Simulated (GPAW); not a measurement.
As:

```
CELL_PARAMETERS angstrom
2.70368 0.00000 0.00000
0.00000 2.70368 0.00000
0.00000 0.00000 2.70368
ATOMIC_POSITIONS crystal
As 0.50000 0.50000 0.50000
```

This isn't the form of As at room conditions, which is rhombohedral.

- Program: GPAW 26.7.0
- Task: relaxation of cell and atoms
- Functional: PBEsol
- Dispersion: D4
- Potentials or basis: PAW data sets generated in the run's folder for this functional
- Cutoff: 600 eV
- Basis: pw
- k mesh: 10 × 10 × 10
- Occupations: fermi-dirac, width 0.05 eV
- Spin: no spin polarisation

At the start: pressure -3.6 GPa; volume 19.76 Å³/atom.

**Question.** Where does the relaxation end?

**Answer.** Over 3 steps the energy falls by 9.1 meV/atom and the volume is 18.96 Å³/atom (-4.1 %); space group Pm-3m (No. 221, to 0.05 Å).

Step by step:
| step | energy change (eV) | largest force (eV/Å) | pressure (GPa) | volume (Å³) |
| --- | --- | --- | --- | --- |
| 1 | 0.0000 | 0.0000 | -3.61 | 19.76 |
| 2 | -0.0065 | 0.0000 | -1.99 | 19.39 |
| 3 | -0.0091 | 0.0000 | 0.11 | 18.96 |

Final structure:
```yaml
crystal:
  lattice:
    - [2.66643, 0.00000, 0.00000]
    - [0.00000, 2.66643, 0.00000]
    - [0.00000, 0.00000, 2.66643]
  atoms:
    - { symbol: As, position: [0.50000, 0.50000, 0.50000] }
```

Caveat: later steps reuse the first step's grids; pairwise dispersion overbinds metals, which lowers pressure and volume.
